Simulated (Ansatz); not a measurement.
TiS₂ built on the CdI2 prototype, relaxed with r2SCAN+rVV10 in Ansatz. The symmetry is P-3m1 (No. 164, trigonal); a = 3.411 Å, c = 5.739 Å in the conventional setting, 19.27 Å³ an atom. Ti is surrounded by 6 S at 2.42 Å; S is surrounded by 3 Ti at 2.42 Å.

The axes x, y and z are those of this cell:
```
Ti S
1.0
     3.41060    0.00000    0.00000
    -1.70530    2.95367    0.00000
     0.00000    0.00000    5.73872
Ti S
1 2
Direct
  0.00000 0.00000 0.00000
  0.33333 0.66667 0.24491
  0.66667 0.33333 0.75509
```

Unstrained: The HSE06 gap is indirect, 0.614 eV (Γ to L), below the direct gap of 1.158 eV at Γ. Meshes: HSE06 6×6×4. Strains are changes of length per length, and xy shears are angles. After each strain the atoms were relaxed again with r2SCAN+rVV10 within the symmetry that the strain leaves, so tilts or polar shifts that break it weren't tested; points keep the names that they have in the unstrained zone. No spin polarisation and no zero-point or thermal motion.

Task: Estimate what epitaxial +5.0 % in the xy plane, free normal strain -2.50 % does to the gap.

Result: HSE06: the gap goes from 0.614 to 0.801 eV (+0.187 eV); with HSE06 the top three valence levels at Γ, grouped 2+1 from the top over 188 meV, become 1+2 over 452 meV.

Task: Apply isotropic -1.5 % on every length. How far does the gap move, against the unstrained cell?

Result: HSE06: the gap goes from 0.614 to 0.374 eV (-0.240 eV); with HSE06 the top three valence levels at Γ, grouped 2+1 from the top over 188 meV, become 2+1 over 231 meV.

Task: Apply uniaxial -2.5 % along z, other directions held. How far does the gap move, against the unstrained cell?

Result: HSE06: the gap goes from 0.614 to 0.586 eV (-0.028 eV); with HSE06 the top three valence levels at Γ, grouped 2+1 from the top over 188 meV, become 1+2 over 24 meV.

Task: Apply xy shear, engineering strain (angle) +1.5 %. How far does the gap move, against the unstrained cell?

Result: HSE06: the gap goes from 0.614 to 0.533 eV (-0.081 eV); with HSE06 the top three valence levels at Γ, grouped 2+1 from the top over 188 meV, become 1+1+1 over 246 meV.

The meshes of the hybrids are coarse, so their gaps aren't converged to the digits shown.

The splittings at Γ are without spin-orbit coupling, which regroups them where it is of like size or larger.
